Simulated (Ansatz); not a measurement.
**BAs: a single-point run**

Aim: a sound single-point run of BAs. The structure is shown as the input types it.

Program: Ansatz 0.2.0. Level of theory: density functional or hybrid calculation with the settings of its input, plane waves (as first typed). These are calculated values, not measurements.

3 further runs of the same task are left out: 3 that didn't finish.

**1. The structure to begin with**

It takes space group F-43m (No. 216, cubic). Conventional cell: a = 4.784 Å, b = 4.784 Å, c = 4.784 Å, α = 90.00°, β = 90.00°, γ = 90.00°. B (site symmetry -43m) has 4 As at 2.07 Å as nearest neighbours. As (site symmetry -43m) has 4 B at 2.07 Å as nearest neighbours.

Structure file:

```xyz
2
Lattice="0.0000 2.3919 2.3919 2.3919 0.0000 2.3919 2.3919 2.3919 0.0000" Properties=species:S:1:pos:R:3 pbc="T T T"
B     0.0000    0.0000    0.0000
As    1.1959    1.1959    1.1959
```

**2. Input and run**

The input, input.yaml:

```yaml
crystal:
  lattice:
    - [0.0, 2.3918676038, 2.3918676038]
    - [2.3918676038, 0.0, 2.3918676038]
    - [2.3918676038, 2.3918676038, 0.0]
  atoms:
    - { symbol: B, position: [0.0, 0.0, 0.0] }
    - { symbol: As, position: [0.25, 0.25, 0.25] }
kpoints:
  mp_grid: { grid: [6, 6, 6] }
hamiltonian:
  xc: pbesol
scf:
  occupations: { method: fixed }
  n_extra_bands: 4
  max_iter: 99
output:
  forces: true
  stress: true
  eigenvalues: true
basis:
  ecutwfc: 40
```

Started as:

```
> ansatz run input.yaml --threads 4 --pin off --max-ram 3686MiB --backend cpu --events-out ev --progress --plain --runs-dir out
```

**Question.** How will this run end, and is anything wrong with its input?

Nothing was computed: the input was turned down at the start. The line that matters: «inconsistent input (scf.n_extra_bands, basis.ecutwfc, kpoints): n_bands = 13 exceeds the smallest per-k basis n_pw = 12 (k-point 11, counted from 0 among those solved) — raise basis.ecutwfc or lower scf.n_extra_bands»

Look at the input: basis.ecutwfc is 40. There are no spare bands for the search of the Fermi level.

The cure: delete basis.ecutwfc (the default then holds).
